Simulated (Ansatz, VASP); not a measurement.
This is a calculation of CuO for Ansatz 0.2.0.

File input.yaml:

```yaml
crystal:
  lattice:
    - [0.1920988932, -2.2008743899, -2.0700306583]
    - [-2.0463018774, 0.1076939916, -1.9856257566]
    - [2.4145618661, 2.3159196736, -4.4472054935]
  atoms:
    - { symbol: Cu, position: [0.45623224, 0.53068563, 0.48541174] }
    - { symbol: Cu, position: [0.97428428, 0.98586739, 0.0243612] }
    - { symbol: O, position: [0.80166267, 0.74472112, 0.73928024] }
    - { symbol: O, position: [0.26782081, 0.23872587, 0.25094681] }
hamiltonian:
  xc: pbe
  pseudopotentials: { kind: paw, source: jth }
kpoints:
  mp_grid: { grid: [10, 10, 5] }
scf:
  occupations: { method: fermi_dirac, width: 0.05 }
output:
  forces: true
  stress: true
  eigenvalues: true
```

Potentials or basis: JTH PAW.

Command:

```sh
$ ansatz run input.yaml --threads 2 --pin off --max-ram 5632MiB --backend cpu --events-out ev --progress --plain --runs-dir out
```

Q: Translate it to VASP 6.6.1. Potentials there: VASP PAW PBE potentials, release 64 (Cu, O).

A: As run (the cutoff follows the program's own potentials):

INCAR

```
SYSTEM = CuO
PREC = Accurate ; ENCUT = 520
EDIFF = 1E-7 ; ISMEAR = -1
SIGMA = 0.05 ; LREAL = .False.
LASPH = .True. ; NELM = 100
ALGO = Normal ; ISIF = 2
LWAVE = .False. ; LCHARG = .False.
GGA = PE ; NBANDS = 25
```

The input KPOINTS:

```
regular mesh
0
Gamma
  10 10 5
  0 0 0
```

POSCAR

```
CuO
1.0
    0.1920988932     -2.2008743899     -2.0700306583
   -2.0463018774      0.1076939916     -1.9856257566
    2.4145618661      2.3159196736     -4.4472054935
Cu O
2 2
Direct
    0.4562322400      0.5306856300      0.4854117400
    0.9742842800      0.9858673900      0.0243612000
    0.8016626700      0.7447211200      0.7392802400
    0.2678208100      0.2387258700      0.2509468100
```

Potentials or basis: VASP PAW PBE potentials, release 64 (Cu, O).

Launch:

```console
$ cat potpaw_PBE.64/Cu/POTCAR potpaw_PBE.64/O/POTCAR > POTCAR
$ mpirun -np 1 vasp_std > vasp.out
```

Both were run:

|  | VASP | Ansatz | Ansatz less VASP |
| --- | --- | --- | --- |
| gap on the k mesh at the Fermi level (eV) | none | none | - |
| pressure (GPa) | -8.7 | -8.8 | -0.12 |
| largest component of the traceless stress (GPa) | 7.57 | 7.55 | -0.023 |
| rms of the force components (eV/Å) | 0.613 | 0.605 | -0.0080 |

Atom by atom the forces differ by 0.012 eV/Å (rms over components). A gap of «none» marks a metal or a gap that the smearing closes. The two sets of potentials don't hold the same shells in valence.

Caveats: the run has no spin polarisation, though such a crystal can be magnetic; semilocal functionals often make such compounds metallic where correlation or magnetic order opens a gap, which also shifts bond lengths; forces of over 1 eV/Å show positions far from the minimum, so gaps and moduli don't describe the material at rest.
